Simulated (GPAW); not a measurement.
Here is a GPAW 26.7.0 calculation.

run.py

```python
import numpy as np
import spglib
from ase import Atoms
from ase.dft.bandgap import bandgap
from ase.io import read, write
from gpaw import GPAW, PW
from gpaw.spinorbit import soc_eigenstates

atoms = read('CdO.cif')
cell, positions, numbers = spglib.find_primitive(
    (atoms.cell[:], atoms.get_scaled_positions(), atoms.numbers), symprec=1e-4)
atoms = Atoms(numbers, cell=cell, scaled_positions=positions, pbc=True)

calc = GPAW(mode=PW(800),
            xc={'name': 'optPBE-vdW', 'backend': 'libvdwxc'},
            kpts={'size': (8, 8, 8), 'gamma': True},
            occupations={'name': 'fermi-dirac', 'width': 0.05},
            nbands=18,
            convergence={'density': 1e-05, 'energy': 1e-05},
            maxiter=150,
            txt='gpaw.txt')
atoms.calc = calc
energy = atoms.get_potential_energy()
forces = atoms.get_forces()
calc.write('gs.gpw')
write('result.traj', atoms)
print(f'Energy: {energy:.6f} eV')
print('Forces (eV/A):')
print(forces.round(4))
print('Fermi level:', round(calc.get_fermi_level(), 4), 'eV')
print(f'Gap: {bandgap(calc)[0]:.4f} eV, direct: {bandgap(calc, direct=True)[0]:.4f} eV')

path = atoms.cell.bandpath('GXWKGLUWLK,UX', npoints=60, eps=1e-4)
bs_calc = calc.fixed_density(kpts=path, symmetry='off', nbands=27,
                             convergence={'bands': 'CBM+6.0', 'eigenstates': 1e-6}, txt='bands.txt')
bs = bs_calc.band_structure()
bs.write('bs.json')
print(f'Gap on the path: {bandgap(bs_calc)[0]:.4f} eV')

soc = soc_eigenstates(bs_calc, theta=0, phi=0)
np.savetxt('soc_bands.dat', soc.eigenvalues(), fmt='%.4f')
mesh = soc_eigenstates('gs.gpw', theta=0, phi=0)
np.savetxt('soc_mesh.dat', mesh.eigenvalues(), fmt='%.4f')
print('Fermi level with spin-orbit coupling:', round(mesh.fermi_level, 4), 'eV')
```

Contents of CdO.cif:

```cif
data_CdO
_cell_length_a 4.69900000
_cell_length_b 4.69900000
_cell_length_c 4.69900000
_cell_angle_alpha 90.00000000
_cell_angle_beta 90.00000000
_cell_angle_gamma 90.00000000
_space_group_name_H-M_alt 'Fm-3m'
_space_group_name_Hall '-F 4 2 3'
_space_group_IT_number 225
loop_
_space_group_symop_operation_xyz
'x,y,z'
'-x,-y,-z'
'-y,x,z'
'y,-x,-z'
'-x,-y,z'
'x,y,-z'
'y,-x,z'
'-y,x,-z'
'x,-y,-z'
'-x,y,z'
'-y,-x,-z'
'y,x,z'
'-x,y,-z'
'x,-y,z'
'y,x,-z'
'-y,-x,z'
'z,x,y'
'-z,-x,-y'
'z,-y,x'
'-z,y,-x'
'z,-x,-y'
'-z,x,y'
'z,y,-x'
'-z,-y,x'
'-z,x,-y'
'z,-x,y'
'-z,-y,-x'
'z,y,x'
'-z,-x,y'
'z,x,-y'
'-z,y,x'
'z,-y,-x'
'y,z,x'
'-y,-z,-x'
'x,z,-y'
'-x,-z,y'
'-y,z,-x'
'y,-z,x'
'-x,z,y'
'x,-z,-y'
'-y,-z,x'
'y,z,-x'
'-x,-z,-y'
'x,z,y'
'y,-z,-x'
'-y,z,x'
'x,-z,y'
'-x,z,-y'
'x,y+1/2,z+1/2'
'-x,-y+1/2,-z+1/2'
'-y,x+1/2,z+1/2'
'y,-x+1/2,-z+1/2'
'-x,-y+1/2,z+1/2'
'x,y+1/2,-z+1/2'
'y,-x+1/2,z+1/2'
'-y,x+1/2,-z+1/2'
'x,-y+1/2,-z+1/2'
'-x,y+1/2,z+1/2'
'-y,-x+1/2,-z+1/2'
'y,x+1/2,z+1/2'
'-x,y+1/2,-z+1/2'
[... 41 lines left out ...]
'y+1/2,-x,z+1/2'
'-y+1/2,x,-z+1/2'
'x+1/2,-y,-z+1/2'
'-x+1/2,y,z+1/2'
'-y+1/2,-x,-z+1/2'
'y+1/2,x,z+1/2'
'-x+1/2,y,-z+1/2'
'x+1/2,-y,z+1/2'
'y+1/2,x,-z+1/2'
'-y+1/2,-x,z+1/2'
'z+1/2,x,y+1/2'
'-z+1/2,-x,-y+1/2'
'z+1/2,-y,x+1/2'
'-z+1/2,y,-x+1/2'
'z+1/2,-x,-y+1/2'
'-z+1/2,x,y+1/2'
'z+1/2,y,-x+1/2'
'-z+1/2,-y,x+1/2'
'-z+1/2,x,-y+1/2'
'z+1/2,-x,y+1/2'
'-z+1/2,-y,-x+1/2'
'z+1/2,y,x+1/2'
'-z+1/2,-x,y+1/2'
'z+1/2,x,-y+1/2'
'-z+1/2,y,x+1/2'
'z+1/2,-y,-x+1/2'
'y+1/2,z,x+1/2'
'-y+1/2,-z,-x+1/2'
'x+1/2,z,-y+1/2'
'-x+1/2,-z,y+1/2'
'-y+1/2,z,-x+1/2'
'y+1/2,-z,x+1/2'
'-x+1/2,z,y+1/2'
'x+1/2,-z,-y+1/2'
'-y+1/2,-z,x+1/2'
'y+1/2,z,-x+1/2'
'-x+1/2,-z,-y+1/2'
'x+1/2,z,y+1/2'
'y+1/2,-z,-x+1/2'
'-y+1/2,z,x+1/2'
'x+1/2,-z,y+1/2'
'-x+1/2,z,-y+1/2'
'x+1/2,y+1/2,z'
'-x+1/2,-y+1/2,-z'
'-y+1/2,x+1/2,z'
'y+1/2,-x+1/2,-z'
'-x+1/2,-y+1/2,z'
'x+1/2,y+1/2,-z'
'y+1/2,-x+1/2,z'
'-y+1/2,x+1/2,-z'
'x+1/2,-y+1/2,-z'
'-x+1/2,y+1/2,z'
'-y+1/2,-x+1/2,-z'
'y+1/2,x+1/2,z'
'-x+1/2,y+1/2,-z'
'x+1/2,-y+1/2,z'
'y+1/2,x+1/2,-z'
'-y+1/2,-x+1/2,z'
'z+1/2,x+1/2,y'
'-z+1/2,-x+1/2,-y'
'z+1/2,-y+1/2,x'
'-z+1/2,y+1/2,-x'
'z+1/2,-x+1/2,-y'
'-z+1/2,x+1/2,y'
'z+1/2,y+1/2,-x'
'-z+1/2,-y+1/2,x'
'-z+1/2,x+1/2,-y'
'z+1/2,-x+1/2,y'
'-z+1/2,-y+1/2,-x'
'z+1/2,y+1/2,x'
'-z+1/2,-x+1/2,y'
'z+1/2,x+1/2,-y'
'-z+1/2,y+1/2,x'
'z+1/2,-y+1/2,-x'
'y+1/2,z+1/2,x'
'-y+1/2,-z+1/2,-x'
'x+1/2,z+1/2,-y'
'-x+1/2,-z+1/2,y'
'-y+1/2,z+1/2,-x'
'y+1/2,-z+1/2,x'
'-x+1/2,z+1/2,y'
'x+1/2,-z+1/2,-y'
'-y+1/2,-z+1/2,x'
'y+1/2,z+1/2,-x'
'-x+1/2,-z+1/2,-y'
'x+1/2,z+1/2,y'
'y+1/2,-z+1/2,-x'
'-y+1/2,z+1/2,x'
'x+1/2,-z+1/2,y'
'-x+1/2,z+1/2,-y'
loop_
_atom_site_label
_atom_site_type_symbol
_atom_site_symmetry_multiplicity
_atom_site_Wyckoff_symbol
_atom_site_fract_x
_atom_site_fract_y
_atom_site_fract_z
_atom_site_occupancy
Cd1 Cd 4 a 0.0000000000 0.0000000000 0.0000000000 1
O1 O 4 b 0.5000000000 0.0000000000 0.0000000000 1
```

Potentials or basis: GPAW PAW data sets (gpaw-data 1.2.1), pw.

Run with:

```bash
$ OMP_NUM_THREADS=1 python run.py
```

(1) Predict the band gap along the path.

Answers

(1) none (metal or under the smearing width).

Caveat: spin-orbit coupling was added after a scalar SCF, so levels and gaps hold it while energy, forces, pressure and moments don't; this program's spin-orbit splittings come out too wide for heavy elements; the PAW data sets were made with another functional, which shifts forces and pressure a little; this crystal is a semiconductor, whose small gap the functional closes, so the metal is an error of the method.
